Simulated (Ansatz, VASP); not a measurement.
# BN in VASP and in Ansatz

INCAR

```
ALGO = Normal ; EDIFF = 1E-7
ENCUT = 520 ; GGA = PS
ISIF = 2 ; ISMEAR = 0
LASPH = True ; LCHARG = True
LELF = True ; LREAL = False
LVHAR = True ; LWAVE = False
NBANDS = 16 ; NELM = 100
PREC = Accurate ; SIGMA = 0.02
```

File KPOINTS:

```
k-points
0
Gamma
  12 12 4
```

The input POSCAR:

```
BN
1.0
    2.5043488508      0.0000000000      0.0000000000
   -1.2521744254      2.1688297247      0.0000000000
    0.0000000000      0.0000000000      7.0190941495
B N
2 2
Direct
    0.3333333333      0.6666666667      0.2500000000
    0.6666666667      0.3333333333      0.7500000000
    0.3333333333      0.6666666667      0.7500000000
    0.6666666667      0.3333333333      0.2500000000
```

Input for Ansatz:

```yaml
crystal:
  lattice:
    - [2.504348873, 0.0, 0.0]
    - [-1.2521744365, 2.1688297439, 0.0]
    - [0.0, 0.0, 7.0190943881]
  atoms:
    - { symbol: B, position: [0.3333333333, 0.6666666667, 0.25] }
    - { symbol: B, position: [0.6666666667, 0.3333333333, 0.75] }
    - { symbol: "N", position: [0.3333333333, 0.6666666667, 0.75] }
    - { symbol: "N", position: [0.6666666667, 0.3333333333, 0.25] }
basis:
  ecutwfc: 420
kpoints:
  mp_grid: { grid: [12, 12, 4] }
  band_path: { path: [VBM, CBM], npoints: 2 }
hamiltonian:
  xc: pbesol
scf:
  occupations: { method: gaussian, width: 0.02 }
output:
  forces: true
  stress: true
  eigenvalues: true
```

Alike in both runs: task single point; functional PBEsol; k mesh 12 × 12 × 4; occupations gaussian, width 0.02 eV; no spin polarisation.

|  | VASP | Ansatz |
| --- | --- | --- |
| version | VASP 6.6.1 | Ansatz 0.2.0 |
| potentials or method | VASP PAW PBE potentials, release 64 (B, N) | scalar-relativistic, plane waves, PAW |
| plane-wave cutoff (eV) | 520 | 420 |
| valence electrons in the cell | 16 | 16 |

```tsv
	VASP	Ansatz	Ansatz less VASP
gap on the k mesh at the Fermi level (eV)	4.26	4.27	+0.010
least direct gap on the mesh (eV)	4.60	4.60	+0.007
pressure (GPa)	0.3	0.0	-0.28
largest component of the traceless stress (GPa)	0.40	0.02	-0.381
```

Caveats: the PAW data sets were made with another functional, which shifts forces and pressure a little (VASP); this functional lacks dispersion, which binds the layers, so the pressure and a relaxed spacing across them are unreliable. A k mesh can miss the band edges.
